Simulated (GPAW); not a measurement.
Input of a GPAW 26.7.0 run:

File run.py:

```python
import numpy as np
from ase.dft.bandgap import bandgap
from ase.io import read, write
from gpaw import GPAW, PW
from gpaw.spinorbit import soc_eigenstates

atoms = read('CdS.cif')

calc = GPAW(mode=PW(600),
            xc={'name': 'BEEF-vdW', 'backend': 'libvdwxc'},
            kpts={'size': (5, 5, 3), 'gamma': True},
            occupations={'name': 'fermi-dirac', 'width': 0.05},
            nbands=31,
            convergence={'density': 1e-05, 'energy': 1e-05},
            maxiter=150,
            txt='gpaw.txt')
atoms.calc = calc
energy = atoms.get_potential_energy()
forces = atoms.get_forces()
calc.write('gs.gpw')
write('result.traj', atoms)
print(f'Energy: {energy:.6f} eV')
print('Forces (eV/A):')
print(forces.round(4))
print('Fermi level:', round(calc.get_fermi_level(), 4), 'eV')
print(f'Gap: {bandgap(calc)[0]:.4f} eV, direct: {bandgap(calc, direct=True)[0]:.4f} eV')

path = atoms.cell.bandpath('GMKGALHA,LM,KH', npoints=80, eps=1e-4)
bs_calc = calc.fixed_density(kpts=path, symmetry='off', nbands=51,
                             convergence={'bands': 'CBM+6.0', 'eigenstates': 1e-6}, txt='bands.txt')
bs = bs_calc.band_structure()
bs.write('bs.json')
print(f'Gap on the path: {bandgap(bs_calc)[0]:.4f} eV')

soc = soc_eigenstates(bs_calc, theta=90, phi=0)
np.savetxt('soc_bands.dat', soc.eigenvalues(), fmt='%.4f')
mesh = soc_eigenstates('gs.gpw', theta=90, phi=0)
np.savetxt('soc_mesh.dat', mesh.eigenvalues(), fmt='%.4f')
print('Fermi level with spin-orbit coupling:', round(mesh.fermi_level, 4), 'eV')
```

The input CdS.cif:

```cif
data_CdS
_cell_length_a 4.15000000
_cell_length_b 4.15000000
_cell_length_c 6.73700000
_cell_angle_alpha 90.00000000
_cell_angle_beta 90.00000000
_cell_angle_gamma 120.00000000
_space_group_name_H-M_alt 'P1'
_space_group_name_Hall 'P 1'
_space_group_IT_number 1
loop_
_space_group_symop_operation_xyz
'x,y,z'
loop_
_atom_site_label
_atom_site_type_symbol
_atom_site_symmetry_multiplicity
_atom_site_Wyckoff_symbol
_atom_site_fract_x
_atom_site_fract_y
_atom_site_fract_z
_atom_site_occupancy
Cd1 Cd 1 a 0.6666666667 0.3333333333 0.5000000000 1
Cd2 Cd 1 a 0.3333333333 0.6666666667 0.0000000000 1
S1 S 1 a 0.6666666667 0.3333333333 0.8750000000 1
S2 S 1 a 0.3333333333 0.6666666667 0.3750000000 1
```

Potentials or basis: GPAW PAW data sets (gpaw-data 1.2.1), pw.

Launch:

```bash
$ OMP_NUM_THREADS=1 python run.py
```

Estimate the band gap on the k mesh.

1.33 eV, direct.

Estimate the largest force.

0.063 eV/Å.

Forces on the atoms (eV/Å):
```
Cd   0.000  0.000 -0.062
Cd   0.000  0.000 -0.062
S    0.000  0.000  0.063
S    0.000  0.000  0.063
```

Caveat: spin-orbit coupling was added after a scalar SCF, so levels and gaps hold it while energy, forces, pressure and moments don't; this program's spin-orbit splittings come out too wide for heavy elements; the PAW data sets were made with another functional, which shifts forces and pressure a little.

**The experiment to reproduce.**

From “Isotope dependence of band-gap energy”, 2008, arxiv:0807.2152, for a bulk crystal of CdS: band gap 2.5809 ± 0.0002 eV.

A measured gap of CdS is 2.5809 eV (quoted in “Isotope dependence of band-gap energy”, 2008, arxiv:0807.2152); the calculated 1.33 eV misses it by -1.25 eV. The value is that of BEEF-vdW, without temperature or zero-point motion.
